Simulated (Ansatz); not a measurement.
**Ba (fcc)**

Method: PBE with spin–orbit coupling; two-component spinors; PAW, 420 eV, Γ-centred 12×12×12 mesh, 0.05 eV Gaussian smearing; code Ansatz. The datasets are Ansatz's generated set soft_2.

```yaml
crystal:
  lattice:
    - [0.00000, 3.17385, 3.17385]
    - [3.17385, 0.00000, 3.17385]
    - [3.17385, 3.17385, 0.00000]
  atoms:
    - { symbol: Ba, position: [0.00000, 0.00000, 0.00000] }
```

At room temperature and ambient pressure Ba is bcc.

Cell and atoms are those of this level's equilibrium.

Path: Γ–X–U | K–Γ–L–W–X, with Γ = (0.000, 0.000, 0.000), X = (0.500, 0.000, 0.500), U = (0.625, 0.250, 0.625), K = (0.375, 0.375, 0.750), L = (0.500, 0.500, 0.500), W = (0.500, 0.250, 0.750) in reciprocal vectors of the calculation's cell.

Question: Is it a metal or an insulator, and if it has a gap, where are the band edges on this path?

Answer: A metal: bands cross the Fermi level.

Bands as a text map, energy in eV from the Fermi level (dashes), each leg drawn with the same width:
```
  4.86 |  *       ****          *    *   ****      *  ***  ***********
  4.57 |**       ** *****        *    ***    *********    *          *
  4.29 |        ** **  *****   *                *****               * 
  4.00 |      **     **  *****    *            *     **  *         *  
  3.71 |    **  *      *    ***    *          *        **         *   
  3.43 | ***   *        **     *    *        *                   *    
  3.14 |**     *          **    *    ********                   *     
  2.86 |  *   *             **   *   *                         *      
  2.57 |     *                *   ***                         *       
  2.29 |   **                  *****                  ****   *        
  2.00 |  ***     ***               **    ****       *    ***       **
  1.71 |***  *   *   ****          ******** *********            ***  
  1.43 |  *   ***        ***      *  *   **     *****          **     
  1.14 |   *                **   *  *      *         **       *       
  0.86 |    *                 **  **        ********   ***  **        
  0.57 |     *                  **                  **    ***         
  0.29 |      *                *                      ****   **       
  0.00 |-------**-----**********-----------------------******--****---
 -0.29 |         *****     ***                        *      ***   ***
 -0.57 |               ****     *                   **          **    
 -0.86 |       ********          *               ***              ****
 -1.14 |      *                                **                     
 -1.43 |     *                    *          **                       
 -1.71 |                                                              
 -2.00 |    *                      *        *                         
 -2.29 |   *                        *     **                          
 -2.57 |  *                          *   *                            
 -2.86 |**                            ***                             
        Γ         X         UK         Γ         L         W         X
```
